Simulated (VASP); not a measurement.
Mg: relaxation of cell and atoms with PBE

Crystal: Mg.

```xyz
2
Lattice="3.2100 0.0000 0.0000 -1.6050 2.7799 0.0000 0.0000 0.0000 5.2130" Properties=species:S:1:pos:R:3 pbc="T T T"
Mg    0.0000    1.8533    3.9098
Mg    1.6050    0.9266    1.3033
```

```
Program                : VASP 6.6.1
Task                   : relaxation of cell and atoms
Functional             : PBE
Potentials or basis    : VASP PAW PBE potentials, release 64 (Mg)
Cutoff                 : 600 eV
k mesh                 : 8 × 8 × 4
Occupations            : gaussian, width 0.05 eV
Spin                   : no spin polarisation
Dipole correction      : no
Further INCAR settings : ALGO = Fast; EDIFF = 1e-07; IBRION = 2; EDIFFG = -0.03; NSW = 80; ISIF = 3
```

The relaxed volume is 22.83 Å³/atom and the relaxed cell is a = 3.180 Å, b = 3.180 Å, c = 5.215 Å, α = 90.00°, β = 90.00°, γ = 120.00°. The space group after relaxing (to 0.05 Å) is P6_3/mmc (No. 194). The energy gained by relaxing is 1.4 meV/atom. The ionic steps are 3 and the pressure after relaxing is 0.0 GPa. The band gap on the k mesh is none (metal or under the smearing width).

Step by step:
| step | energy change (eV) | largest force (eV/Å) | pressure (GPa) | volume (Å³) |
| --- | --- | --- | --- | --- |
| 1 | 0.0000 | 0.0000 | -0.65 | 46.52 |
| 2 | -0.0026 | 0.0000 | -0.17 | 45.88 |
| 3 | -0.0028 | 0.0000 | 0.01 | 45.67 |

Final structure:
```xyz
2
Lattice="3.1800 0.0000 0.0000 -1.5900 2.7539 0.0000 0.0000 0.0000 5.2148" Properties=species:S:1:pos:R:3 pbc="T T T"
Mg    0.0000    1.8360    3.9111
Mg    1.5900    0.9180    1.3037
```

Levels at points of the mesh, in eV from the Fermi level:
| k point | band 1 | band 2 | band 3 | band 4 | band 5 |
| --- | --- | --- | --- | --- | --- |
| (0.00, 0.00, 0.00) | -6.83 | -1.62 | -1.21 | 11.20 | 11.20 |
| (0.50, 0.00, 0.00) | -2.00 | -1.97 | 2.78 | 3.13 | 3.35 |
| (0.00, 0.00, 0.50) | -5.45 | -5.45 | 5.02 | 5.02 | 11.94 |
| (0.50, 0.00, 0.50) | -0.97 | -0.97 | -0.30 | -0.30 | 8.17 |

Run time: 18 s on 1 thread of Intel(R) Xeon(R) Platinum 8488C (Sapphire Rapids) (shared host), peak memory 0.18 GiB.
